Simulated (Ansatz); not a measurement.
Pd (simple hexagonal type), DFT, PBE, all-electron PAW with datasets made for the crystal, scalar-relativistic (Ansatz 0.2.0), on 1 thread of Arm Neoverse V1 (shared host).

Command: `ansatz run input.yaml --threads 1 --pin off --max-ram 2048MiB --backend cpu --events-out ev --progress --plain --runs-dir out`

```yaml
crystal:
  lattice:
    - [2.6952126899, 0.0, 0.0]
    - [-1.3476063449, 2.334122658, 0.0]
    - [0.0, 0.0, 2.6409536697]
  atoms:
    - { symbol: Pd, position: [0.0, 0.0, 0.0] }
kpoints:
  mp_grid: { grid: [16, 16, 15] }
scf:
  occupations: { method: fermi_dirac, width: 0.08 }
hamiltonian:
  xc: pbe
  pseudopotentials: { kind: all_electron, datasets: crystal }
output:
  forces: true
  stress: true
  eigenvalues: true
```

Question: How large is the problem that the program sets up?

Answer: 240 irreducible k-points, 199 plane waves at Γ, 9 bands.

Question: About how long does it take?

Answer: 9.7 s of wall time for 8 SCF iterations. Times on shared machines scatter by tens of per cent.
